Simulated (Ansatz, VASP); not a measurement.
# One calculation of Si, two programs

```
Si
1.0
    -2.38708    2.38708    1.33807
     2.38708   -2.38708    1.33807
     2.38708    2.38708   -1.33807
Si
2
Direct
  0.50000 0.50000 0.00000
  0.25000 0.75000 0.50000
```

Change from the starting cell: volume scaled by 1.02.

Alike in both runs: task single point; functional LDA; k mesh 11 × 11 × 11; occupations fermi-dirac, width 0.05 eV; no spin polarisation.

|  | VASP | Ansatz |
| --- | --- | --- |
| version | VASP 6.6.1 | Ansatz 0.2.0 |
| potentials or method | VASP PAW LDA potentials, release 64 (Si), cutoff 520 eV | all-electron LAPW, scalar-relativistic |

|  | VASP | Ansatz | Ansatz less VASP |
| --- | --- | --- | --- |
| gap on the k mesh at the Fermi level (eV) | none | none | - |
| pressure (GPa) | -2.9 | -3.0 | -0.06 |
| largest component of the traceless stress (GPa) | 0.57 | 0.54 | -0.027 |

A gap of «none» marks a metal or a gap that the smearing closes. Ansatz ran all-electron here, so the differences hold the error of VASP's frozen core and of both bases.
